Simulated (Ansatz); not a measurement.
# Tb: single point with LDA

Tb:

```
Tb
1.0
     3.60100    0.00000    0.00000
    -1.80050    3.11856    0.00000
     0.00000    0.00000    5.69360
Tb
2
Cartesian
  1.8005 1.0395 4.2702
  0.0000 2.0790 1.4234
```

* Program: Ansatz 0.2.0
* Task: single point
* Functional: LDA
* Potentials or basis: all-electron LAPW, scalar-relativistic
* Cutoff: 162 eV (chosen from the basis error)
* Basis error allowed: 0.001 eV/atom
* k mesh: 9 × 9 × 5
* Occupations: gaussian, width 0.05 eV
* Spin: collinear spin, ferromagnetic start
* Starting moments: [6.0, 6.0] μB

```yaml
Pressure: -5.1 GPa
Band_gap_on_the_k_mesh: none (metal or under the smearing width)
Net_moment: 11.95 μB per cell
Absolute_moment: 11.95 μB per cell
Site_moments: Tb +5.94 μB
```

Stress tensor (GPa, compression positive):
```
-5.29  0.00  0.00
 0.00 -5.29  0.00
 0.00  0.00 -4.73
```

Levels at points of the mesh, in eV from the Fermi level:
Spin up:
```tsv
k point	band 31	band 32	band 33	band 34	band 35	band 36	band 37	band 38	band 39	band 40
(0.00, 0.00, 0.00)	-4.01	-3.89	-3.79	-2.14	1.46	1.72	1.72	2.00	2.39	2.39
```
Spin down:
| k point | band 20 | band 21 | band 22 | band 23 | band 24 | band 25 | band 26 | band 27 |
| --- | --- | --- | --- | --- | --- | --- | --- | --- |
| (0.00, 0.00, 0.00) | -1.72 | -0.14 | -0.10 | -0.06 | 0.04 | 0.06 | 0.06 | 0.11 |

Run time: 61 s on 2 threads of Arm Neoverse N1, with other jobs on the host, peak memory 0.5 GiB.

Caveat: an open f shell can end in a state above the lowest; the magnetic or orbital state may not be the lowest; spin-orbit coupling is left out, which moves the levels of the heavy elements. The state reached can hang on the start; a lower one may exist.
